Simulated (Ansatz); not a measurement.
A relaxation computed with Ansatz, from input to last step.

```yaml
crystal:
  lattice:
    - [5.1960464424, 0.0, 0.0]
    - [-2.5980232212, 4.4999082183, 0.0]
    - [0.0, 0.0, 4.1216702797]
  atoms:
    - { symbol: Mn, position: [0.847626453, 0.6952529059, 0.25], spin: 1.76 }
    - { symbol: Mn, position: [0.152373547, 0.847626453, 0.75], spin: 1.76 }
    - { symbol: Mn, position: [0.3047470941, 0.152373547, 0.25], spin: 1.76 }
    - { symbol: Mn, position: [0.152373547, 0.3047470941, 0.75], spin: 1.76 }
    - { symbol: Mn, position: [0.847626453, 0.152373547, 0.25], spin: 1.76 }
    - { symbol: Mn, position: [0.6952529059, 0.847626453, 0.75], spin: 1.76 }
    - { symbol: Sn, position: [0.3333333333, 0.6666666667, 0.25] }
    - { symbol: Sn, position: [0.6666666667, 0.3333333333, 0.75] }
basis:
  ecutwfc: 420
kpoints:
  mp_grid: { grid: [12, 12, 8] }
hamiltonian:
  xc: pbesol
scf:
  occupations: { method: gaussian, width: 0.1 }
output:
  forces: true
  stress: true
  eigenvalues: true
  populations: true
magnetization:
  spin_polarized: true
relax:
  adjacent_minimum: "off"
  f_tol: 0.01
  max_steps: 30
  cell: { stress_tol: 0.1, fix: [volume] }
```

```bash
ansatz run input.yaml --threads 2 --pin off --max-ram 5120MiB --backend cpu --events-out ev --progress --plain --runs-dir out
```

The calculation used DFT PBEsol, scalar-relativistic, plane waves, PAW (Ansatz).

The volume is held at 0.91 times that of the relaxed cell.

Of 4 frames 3 are shown, positions in Å and forces in eV/Å; the SCF threshold varies from step to step. Steps run on the plane waves of an earlier cell, with a Pulay correction in the pressure. The basis is chosen afresh for the last frame, the zero of the energies, and at times for earlier ones too; energy and pressure step there, also at an unchanged geometry.

```xyz
8
Lattice="5.1960 0.0000 0.0000 -2.5980 4.4999 0.0000 0.0000 0.0000 4.1217" Properties=species:S:1:pos:R:3:forces:R:3 pbc="T T T" step=1 free_energy_over_end_meV_per_atom=0.17 pressure_GPa=20.15
Mn    2.5980    3.1286    1.0304    0.0000   -0.0829    0.0000
Mn   -1.4104    3.8142    3.0913    0.0718   -0.0414    0.0000
Mn    1.1876    0.6857    1.0304    0.0718    0.0414    0.0000
Mn    0.0000    1.3713    3.0913    0.0000    0.0829    0.0000
Mn    4.0084    0.6857    1.0304   -0.0718    0.0414    0.0000
Mn    1.4104    3.8142    3.0913   -0.0718   -0.0414    0.0000
Sn    0.0000    2.9999    1.0304    0.0000    0.0000    0.0000
Sn    2.5980    1.5000    3.0913    0.0000    0.0000    0.0000
8
Lattice="5.1965 0.0000 0.0000 -2.5982 4.5003 0.0000 0.0000 0.0000 4.1210" Properties=species:S:1:pos:R:3:forces:R:3 pbc="T T T" step=2 free_energy_over_end_meV_per_atom=0.07 pressure_GPa=20.08
Mn    2.5982    3.1269    1.0302    0.0000   -0.0517    0.0000
Mn   -1.4089    3.8136    3.0907    0.0448   -0.0259    0.0000
Mn    1.1894    0.6867    1.0302    0.0448    0.0259    0.0000
Mn    0.0000    1.3734    3.0907    0.0000    0.0517    0.0000
Mn    4.0071    0.6867    1.0302   -0.0448    0.0259    0.0000
Mn    1.4089    3.8136    3.0907   -0.0448   -0.0259    0.0000
Sn    0.0000    3.0002    1.0302    0.0000    0.0000    0.0000
Sn    2.5982    1.5001    3.0907    0.0000    0.0000    0.0000
8
Lattice="5.1956 0.0000 0.0000 -2.5978 4.4995 0.0000 0.0000 0.0000 4.1223" Properties=species:S:1:pos:R:3:forces:R:3 pbc="T T T" step=4 free_energy_over_end_meV_per_atom=0.00 pressure_GPa=19.98
Mn    2.5978    3.1229    1.0306    0.0000   -0.0004    0.0000
Mn   -1.4056    3.8112    3.0918    0.0003   -0.0002    0.0000
Mn    1.1922    0.6883    1.0306    0.0003    0.0002    0.0000
Mn    0.0000    1.3766    3.0918    0.0000    0.0004    0.0000
Mn    4.0034    0.6883    1.0306   -0.0003    0.0002    0.0000
Mn    1.4056    3.8112    3.0918   -0.0003   -0.0002    0.0000
Sn    0.0000    2.9997    1.0306    0.0000    0.0000    0.0000
Sn    2.5978    1.4998    3.0918    0.0000    0.0000    0.0000
```

It took 110 s on 2 threads of Intel(R) Xeon(R) 6975P-C (Granite Rapids), with other jobs on the host, peak memory 1.3 GiB.

The state reached may not be the lowest one. The program reads another magnetic order as possibly lower. Only parallel moments were tried here.